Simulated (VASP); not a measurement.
# C (Im-3m) in VASP: a series of runs

Runs on C. Level: PBE. Tasks: single point, relaxation of cell and atoms.

Everything below comes from runs of VASP 6.6.1. Logs are shortened: lines on timing, memory, paths and dates and some standing lists are left out, and cuts for length are marked.

### Step 1. The structure

The structure is cubic, space group Im-3m (No. 229). Conventional cell: a = 2.885 Å, b = 2.885 Å, c = 2.885 Å, α = 90.00°, β = 90.00°, γ = 90.00°. C (site symmetry m-3m) is surrounded by 8 C at 2.50 Å.

The cell was built by a generator and needn't be a form met in nature.

### Step 2. Single point, PBE

INCAR

```
SYSTEM = C
PREC = Accurate ; ENCUT = 520
EDIFF = 1E-6 ; ISMEAR = 0
SIGMA = 0.1 ; LREAL = .FALSE.
LASPH = .TRUE. ; NELM = 100
ALGO = Normal ; ISIF = 2
LWAVE = .FALSE. ; LCHARG = .FALSE.
GGA = PE ; NBANDS = 8
```

KPOINTS

```
regular mesh
0
G
  8 8 8
  0 0 0
```

POSCAR

```
C
1.0
   -1.4422620478      1.4422620478      1.4422620478
    1.4422620478     -1.4422620478      1.4422620478
    1.4422620478      1.4422620478     -1.4422620478
C
1
Direct
    0.0000000000      0.0000000000      0.0000000000
```

Potentials or basis: VASP PAW PBE potentials, release 64 (C).

Launch:

```sh
$ cat potpaw_PBE.64/C/POTCAR > POTCAR
$ mpirun -np 1 vasp_std > vasp.out
```

OUTCAR:

```text
SYSTEM = C
   PREC = Accurate
   ENCUT = 520
   EDIFF = 1E-6
   ISMEAR = 0
   LREAL = .FALSE.
   LASPH = .TRUE.
   NELM = 100
   ISIF = 2
   GGA = PE

 ion  position               nearest neighbor table
   1  0.000  0.000  0.000-

  LATTYP: Found a body centered cubic cell.
 ALAT       =     2.8845240956

  Lattice vectors:

 A1 = (  -1.4422620478,   1.4422620478,   1.4422620478)
 A2 = (   1.4422620478,  -1.4422620478,   1.4422620478)
 A3 = (   1.4422620478,   1.4422620478,  -1.4422620478)

Analysis of symmetry for initial positions (statically):
=====================================================================
 Subroutine PRICEL returns:
 Original cell was already a primitive cell.

 Routine SETGRP: Setting up the symmetry group for a
 body centered cubic supercell.

 Subroutine GETGRP returns: Found 48 space group operations
 (whereof 48 operations were pure point group operations)
 out of a pool of 48 trial point group operations.

The static configuration has the point symmetry O_h .

Analysis of symmetry for dynamics (positions and initial velocities):
=====================================================================
 Subroutine PRICEL returns:
 Original cell was already a primitive cell.

 Routine SETGRP: Setting up the symmetry group for a
 body centered cubic supercell.

 Subroutine GETGRP returns: Found 48 space group operations
 (whereof 48 operations were pure point group operations)
 out of a pool of 48 trial point group operations.

The dynamic configuration has the point symmetry O_h .

 Subroutine INISYM returns: Found 48 space group operations
 (whereof 48 operations are pure point group operations),
 and found     1 'primitive' translations

----------------------------------------------------------------------------------------

                                     Primitive cell

  volume of cell :      12.0003

  direct lattice vectors                    reciprocal lattice vectors
    -1.442262048  1.442262048  1.442262048     0.000000000  0.346677638  0.346677638
     1.442262048 -1.442262048  1.442262048     0.346677638  0.000000000  0.346677638
     1.442262048  1.442262048 -1.442262048     0.346677638  0.346677638  0.000000000

  length of vectors
     2.498071145  2.498071145  2.498071145     0.490276217  0.490276217  0.490276217

  position of ions in fractional coordinates (direct lattice)
     0.000000000  0.000000000  0.000000000

  ion indices of the primitive-cell ions
   primitive index   ion index
                 1           1

----------------------------------------------------------------------------------------

 KPOINTS: regular mesh

Automatic generation of k-mesh.
 Grid dimensions read from file:
 generate k-points for:    8    8    8

 Generating k-lattice:

  Cartesian coordinates                     Fractional coordinates (reciprocal lattice)
     0.000000000  0.043334705  0.043334705     0.125000000  0.000000000  0.000000000
     0.043334705  0.000000000  0.043334705     0.000000000  0.125000000  0.000000000
     0.043334705  0.043334705  0.000000000     0.000000000  0.000000000  0.125000000

  Length of vectors
     0.061284527  0.061284527  0.061284527

  Shift w.r.t. Gamma in fractional coordinates (k-lattice)
     0.000000000  0.000000000  0.000000000

 Subroutine IBZKPT returns following result:
 ===========================================

 Found     29 irreducible k-points:

 Following reciprocal coordinates:
            Coordinates               Weight
  0.000000  0.000000  0.000000      1.000000
  0.125000  0.000000  0.000000     12.000000
  0.250000  0.000000  0.000000     12.000000
  0.375000  0.000000  0.000000     12.000000
  0.500000  0.000000  0.000000      6.000000
  0.125000  0.125000  0.000000     24.000000
[... 16 lines left out ...]
 -0.250000  0.250000  0.250000      6.000000
 -0.375000  0.375000  0.250000     24.000000
 [... further k-points ...]
   k-points           NKPTS =     29   k-points in BZ     NKDIM =     29   number of bands    NBANDS=      8
   number of dos      NEDOS =    301   number of ions     NIONS =      1
   total plane-waves  NPLWV =   8000
   dimension x,y,z NGX =    20 NGY =   20 NGZ =   20
   dimension x,y,z NGXF=    40 NGYF=   40 NGZF=   40
   ions per type =               1
   NGX,Y,Z   is equivalent  to a cutoff of  13.31, 13.31, 13.31 a.u.
   NGXF,Y,Z  is equivalent  to a cutoff of  26.62, 26.62, 26.62 a.u.
 SYSTEM =  C
   PREC   = accura    normal or accurate (medium, high low for compatibility)
   ISTART =      0    job   : 0-new  1-cont  2-samecut
   ICHARG =      2    charge: 1-file 2-atom 10-const
   ISPIN  =      1    spin polarized calculation?
   LNONCOLLINEAR =      F non collinear calculations
   LSORBIT =      F    spin-orbit coupling
   LASPH  =      T    aspherical Exc in radial PAW
   ENCUT  =  520.0 eV  38.22 Ry    6.18 a.u.   4.64  4.64  4.64*2*pi/ulx,y,z
   NELM   =    100;   NELMIN=  2; NELMDL= -5     # of ELM steps
   EDIFF  = 0.1E-05   stopping-criterion for ELM
   LREAL  =      F    real-space projection
   EDIFFG = 0.1E-04   stopping-criterion for IOM
   NSW    =      0    number of steps for IOM
   IBRION =     -1    ionic relax: 0-MD 1-quasi-New 2-CG
   NFREE  =      0    steps in history (QN), initial steepest desc. (CG)
   ISIF   =      2    stress and relaxation
   ISYM   =      2    0-nonsym 1-usesym 2-fastsym
   POTIM  = 0.5000    time-step for ionic-motion
   TEBEG  =    0.0;   TEEND  =   0.0 temperature during run
   PSTRESS=    0.0 pullay stress
   NELECT =       4.0000    total number of electrons
   NUPDOWN=      -1.0000    fix difference up-down
   EMIN   =  10.00;   EMAX   =-10.00  energy-range for DOS
   EFERMI =   0.00;   METHOD = LEGACY
   ISMEAR =     0;   SIGMA  =   0.10  broadening in eV -4-tet -1-fermi 0-gaus
   EFERMI_NEDOS =   21; number of points for ismear=-14 and -15
   IALGO  =     38    algorithm
   IMIX   =      4    mixing-type and parameters
     AMIX     =   0.40;   BMIX     =  1.00
     AMIX_MAG =   1.60;   BMIX_MAG =  1.00
  volume/ion in A,a.u.               =      12.00        80.98
  Fermi-wavevector in a.u.,A,eV,Ry     =   1.135091  2.145011 17.530174  1.288431
  Thomas-Fermi vector in A             =   2.271795
   LORBIT       =      0    0 simple, 1 ext, 2 COOP (PROOUT), +10 PAW based schemes
   GGA     = PE    functional components
   LHFCALC =     F    Hartree Fock is set to
   AEXX    =    0.0000 exact exchange contribution
   IVDW    =     0    specifies the selected vdW correction
   LEPSILON=     F    determine dielectric tensor
   LRPA    =     F    only Hartree local field effects (RPA)
 non-spin polarized calculation
 Gauss-broadening in eV      SIGMA  =   0.10
  energy-cutoff  :      520.00
  volume of cell :       12.00
 maximum number of plane-waves:       336
   NGX =  9   NGY =  9   NGZ =  9

 number of electron       4.0000000 magnetization

 Free energy of the ion-electron system (eV)
  ---------------------------------------------------
  ext. energy  EPLUGINS =         0.00000000
  ---------------------------------------------------
  free energy    TOTEN  =        -4.05242773 eV

  energy without entropy =       -4.05105737  energy(sigma->0) =       -4.05174255

 E-fermi :   1.9575     XC(G=0): -10.3983

 val. band max:        1.9406899991   @ k =   0.5000   0.5000   0.3750
 cond. band min:       2.2876625577   @ k =  -0.3750   0.3750   0.3750
 fundamental gap:      0.3469725586
 Fermi energy:         1.9575107029

 k-point     1 :       0.0000    0.0000    0.0000
  band No.  band energies     occupation
      1     -11.3089      2.00000
      2       6.9513      0.00000
      3       6.9513      0.00000
      4       6.9513      0.00000
      5      21.2894      0.00000
      6      27.5344      0.00000
      7      27.5344      0.00000
      8      27.5344      0.00000

 k-point     2 :       0.1250    0.0000    0.0000
  band No.  band energies     occupation
      1     -10.8611      2.00000
      2       5.8825      0.00000
      3       6.5481      0.00000
      4       6.8788      0.00000
      5      21.6468      0.00000
      6      24.6638      0.00000
      7      25.3879      0.00000
      8      28.8739      0.00000

 k-point     3 :       0.2500    0.0000    0.0000
  band No.  band energies     occupation
      1      -9.5460      2.00000
      2       3.1741      0.00000
      3       5.6851      0.00000
      4       6.6950      0.00000
      5      20.1469      0.00000
      6      22.8429      0.00000
      7      23.5510      0.00000
      8      28.3937      0.00000

 k-point     4 :       0.3750    0.0000    0.0000
  band No.  band energies     occupation
      1      -7.5062      2.00000
      2      -0.1520      2.00000
      3       4.9385      0.00000
      4       6.5020      0.00000
      5      18.1287      0.00000
      6      21.2347      0.00000
      7      24.5546      0.00000
      8      29.0200      0.00000

 k-point     5 :       0.5000    0.0000    0.0000
  band No.  band energies     occupation
      1      -5.8280      2.00000
      2      -2.3372      2.00000
      3       4.6550      0.00000
      4       6.4195      0.00000
      5      17.4673      0.00000
      6      20.6920      0.00000
      7      25.0188      0.00000
      8      29.7388      0.00000
[... 177 lines left out ...]
 k-point    22 :       0.2500    0.2500    0.2500
  band No.  band energies     occupation
      1      -4.5683      2.00000
      2       1.1053      2.00000
      3       1.1053      2.00000
      4       1.1053      2.00000
      5      22.4978      0.00000
      6      22.4978      0.00000
      7      22.4978      0.00000
      8      38.9846      0.00000

 k-point    23 :      -0.2500    0.2500    0.2500
  band No.  band energies     occupation
      1      -7.8585      2.00000
      2       3.3869      0.00000
      3       4.1106      0.00000
      4       4.1106      0.00000
      5      17.9838      0.00000
      6      21.7714      0.00000
      7      25.8684      0.00000
      8      25.8684      0.00000

 k-point    24 :      -0.3750    0.3750    0.2500
  band No.  band energies     occupation
      1      -5.9531      2.00000
      2       1.0117      2.00000
      3       3.2266      0.00000
      4       4.1084      0.00000
      5      16.6411      0.00000
      6      20.1562      0.00000
      7      25.9685      0.00000
      8      26.7524      0.00000

 [... further k-points ...]

------------------------ aborting loop because EDIFF is reached ----------------------------------------

  FORCE on cell =-STRESS in cart. coord.  units (eV):
  Direction    XX          YY          ZZ          XY          YZ          ZX
  --------------------------------------------------------------------------------------
  -------------------------------------------------------------------------------------
  Total       -2.2557093     -2.2557093     -2.2557093     -0.0000000     -0.0000000     -0.0000000
  in kB     -301.1627065   -301.1627065   -301.1627065     -0.0000000     -0.0000000     -0.0000000
  external PRESSURE =    -301.1627065 kB  Pullay stress =       0.0000000 kB

 VOLUME and BASIS-vectors are now :
 -----------------------------------------------------------------------------
  energy-cutoff  :      520.00
  volume of cell :       12.00
      direct lattice vectors                 reciprocal lattice vectors
    -1.442262048  1.442262048  1.442262048     0.000000000  0.346677638  0.346677638
     1.442262048 -1.442262048  1.442262048     0.346677638  0.000000000  0.346677638
     1.442262048  1.442262048 -1.442262048     0.346677638  0.346677638  0.000000000

 POSITION                                       TOTAL-FORCE (eV/Angst)
 -----------------------------------------------------------------------------------
      0.00000      0.00000      0.00000         0.000000     -0.000000      0.000000
 -----------------------------------------------------------------------------------
    total drift:                                0.000000      0.000000     -0.000000

  FREE ENERGIE OF THE ION-ELECTRON SYSTEM (eV)
  ---------------------------------------------------
  free  energy   TOTEN  =        -4.0524277274 eV

  energy  without entropy=       -4.0510573685  energy(sigma->0) =       -4.05174255
```

Wall time 3.7 s (1 thread of Intel Xeon Platinum 8488C (Sapphire Rapids), shared host); peak memory 0.11 GiB.

Results:

```
Free energy            : -4.0524 eV
Pressure               : -30.1 GPa
Band gap on the k mesh : none (metal or under the smearing width)
```

Caveat: the k mesh is coarse (spacing up to 0.39 Å⁻¹), so the values aren't converged; a pressure of tens of GPa on the cell as given is suspect, and the run, the potentials or the cell itself is likely at fault.

### Step 3. Single point, PBE

This run uses another cell than the first one: it holds 8 atoms, not 1.

Edit INCAR of step 2 so:

```diff
@@ -7,2 +7,2 @@
 LWAVE = .FALSE. ; LCHARG = .FALSE.
-GGA = PE ; NBANDS = 8
+GGA = PE ; NBANDS = 26
```

KPOINTS

```
regular mesh
0
G
  4 4 6
  0 0 0
```

POSCAR

```
C
1.0
    4.3502707011     -3.0746643487      0.0000000000
    4.3502707011      3.0746643487      0.0000000000
   -1.7949533494      0.0000000000      3.6318046636
C
8
Direct
    0.8260000000      0.8260000000      0.1740000000
    0.1740000000      0.1740000000      0.8260000000
    0.2480000000      0.2480000000      0.1860000000
    0.7520000000      0.7520000000      0.8140000000
    0.7691000000      0.3029000000      0.1810000000
    0.6971000000      0.2309000000      0.8190000000
    0.2309000000      0.6971000000      0.8190000000
    0.3029000000      0.7691000000      0.1810000000
```

Potentials or basis: VASP PAW PBE potentials, release 64 (C).

Launch:

```sh
$ cat potpaw_PBE.64/C/POTCAR > POTCAR
$ mpirun -np 1 vasp_std > vasp.out
```

It took 67 s on 1 thread of AMD EPYC 7R13 (Zen 3), shared host; peak memory 0.19 GiB.

The run converged. Its results:

```
Free energy            : -43.5028 eV
Pressure               : -3.6 GPa
Largest force          : 2.041 eV/Å
Band gap on the k mesh : none (metal or under the smearing width)
```

Forces on the atoms (eV/Å):
```
C    1.224  0.000  1.420
C   -1.224  0.000 -1.420
C   -0.755  0.000  1.897
C    0.755  0.000 -1.897
C    0.095 -0.862  1.449
C   -0.095 -0.862 -1.449
C   -0.095  0.862 -1.449
C    0.095  0.862  1.449
```

Stress tensor (GPa, compression positive):
```
-17.32   0.00  -1.52
  0.00  -7.88   0.00
 -1.52   0.00  14.38
```

Levels at points of the mesh, in eV from the Fermi level:
```
           k point  band 13  band 14  band 15  band 16  band 17  band 18  band 19  band 20
(0.00, 0.00, 0.00)    -2.41    -1.40    -1.28     0.32     0.97     1.00     1.12     1.21
(0.50, 0.00, 0.00)    -2.33    -1.48    -0.94    -0.51    -0.04     0.75     0.90     1.44
(0.50, 0.50, 0.00)    -1.95    -1.68    -0.77    -0.67    -0.04     0.02     0.33     0.67
(0.00, 0.00, 0.50)    -1.08    -0.69    -0.57     0.17     0.70     0.76     0.98     1.04
(0.50, 0.00, 0.50)    -1.72    -0.87    -0.41     0.02     0.21     0.46     0.61     1.31
(0.50, 0.50, 0.50)    -1.80    -1.39    -0.40    -0.08     0.07     0.32     0.39     1.09
```

Caveat: forces of over 1 eV/Å show positions far from the minimum, so gaps and moduli don't describe the material at rest.

### Step 4. Single point, PBE

This run uses another cell than the first one, of 20.17 Å³/atom, 1.681 times its volume.

INCAR

```
  PREC = Accurate
  ENCUT = 520
  EDIFF = 1E-7
  ISMEAR = 0
  SIGMA = 0.1
  LREAL = F
  LASPH = T
  NELM = 100
  ALGO = Fast
  ISIF = 2
  LWAVE = F
  LCHARG = F
  GGA = PE
  NBANDS = 8
```

KPOINTS

```
Automatic mesh
0
Gamma
  10 10 6
```

POSCAR

```
C
1.0
    0.6396283620     -3.9092636271      0.0000000000
    0.6396283620      3.9092636271      0.0000000000
    0.0000000000      0.0000000000      4.0342024293
C
1
Direct
    0.0000000000      0.0000000000      0.0000000000
```

Launch:

```sh
$ cat potpaw_PBE.64/C/POTCAR > POTCAR
$ mpirun -np 1 vasp_std > vasp.out
```

Wall time 18 s (1 thread of Intel Xeon 6975P-C (Granite Rapids), shared host); peak memory 0.15 GiB.

Results (log left out):

```yaml
Free_energy: -8.3901 eV
Pressure: 0.0 GPa
Band_gap_on_the_k_mesh: none (metal or under the smearing width)
```

Stress tensor (GPa, compression positive):
```
-0.52  0.00  0.00
 0.00  0.34  0.00
 0.00  0.00  0.18
```

Levels at points of the mesh, in eV from the Fermi level:
```
           k point  band 1  band 2  band 3  band 4  band 5  band 6  band 7  band 8
(0.00, 0.00, 0.00)  -15.23   -3.98   -3.91    5.07    9.67   15.02   15.49   16.21
(0.50, 0.00, 0.00)   -7.94    9.78   12.37   12.46   23.85   25.04   26.83   30.20
(0.50, 0.50, 0.00)  -15.15   -4.60   -3.91    7.89    8.04   12.02   15.78   17.59
(0.00, 0.00, 0.50)  -15.17   -4.55   -3.86    7.85    7.89   12.49   15.90   16.70
(0.50, 0.00, 0.50)   -7.94    9.88   12.30   12.39   23.31   24.22   29.64   29.73
(0.50, 0.50, 0.50)  -15.10   -4.49   -4.42    7.12   10.89   11.11   15.70   18.84
```

Caveat: the k mesh is coarse (spacing up to 0.50 Å⁻¹), so the values aren't converged.

(Continued in part 2 of 2.)
